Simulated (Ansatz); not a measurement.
What a change of settings does to a run on Ga

The cell is COD entry 9012723, as deposited and not checked against the literature; nothing was relaxed.

First run: DFT, r2SCAN, PAW with Ansatz's default frozen-core files, scalar-relativistic (Ansatz 0.2.0).

Command: `ansatz run input.yaml --threads 1 --pin off --max-ram 2048MiB --backend cpu --events-out ev --progress --plain --runs-dir out` The run took 8 s on 1 thread of Intel(R) Xeon(R) Platinum 8488C (Sapphire Rapids), with other jobs on the host.

```yaml
crystal:
  lattice:
    - [-1.404, 1.404, 2.229]
    - [1.404, -1.404, 2.229]
    - [1.404, 1.404, -2.229]
  atoms:
    - { symbol: Ga, position: [0.0, 0.0, 0.0] }
kpoints:
  mp_grid: { grid: [16, 16, 16] }
  band_path:
    path:
      - [0.0, 0.0, 0.0]
      - [0.0, 0.0, 0.5]
      - [0.25, 0.25, 0.25]
      - [0.0, 0.5, 0.0]
      - [0.0, 0.0, 0.0]
      - [0.5, 0.5, -0.5]
      - [0.3491868475, 0.6508131525, -0.3491868475]
      - [-0.3491868475, 0.3491868475, 0.3491868475]
      - [0.0, 0.0, 0.0]
    npoints: 5
scf:
  occupations: { method: fermi_dirac, width: 0.03 }
hamiltonian:
  xc: r2scan
  pseudopotentials: { kind: paw }
output:
  forces: true
  stress: true
  eigenvalues: true
  efg: { contact_densities: true }
  write_density: true
  write_potential: true
  elf: true
  volumetric_format: npy
```

Result: converged; pressure 1.12 GPa; 6 SCF iterations.

A second run of a changed input logged this at its end:

```
Error: YAML parse error: `scf.occupations.method` is required: fixed only where the cell keeps a band gap throughout the run, explicit beside scf.occupations.values (under evaluate: without them), else a smearing such as fermi_dirac (scf.occupations.width is optional; its entry in the input reference gives the default)
```

Question: What was wrong with the input?

Answer: No occupation method, by this change (others could give a like log):
```diff
@@ -21,5 +21,5 @@
     npoints: 5
 scf:
-  occupations: { method: fermi_dirac, width: 0.03 }
+  max_iter: 60
 hamiltonian:
   xc: r2scan
@@ -30,7 +30,3 @@
   eigenvalues: true
   efg: { contact_densities: true }
-  write_density: true
-  write_potential: true
-  elf: true
-  volumetric_format: npy
```
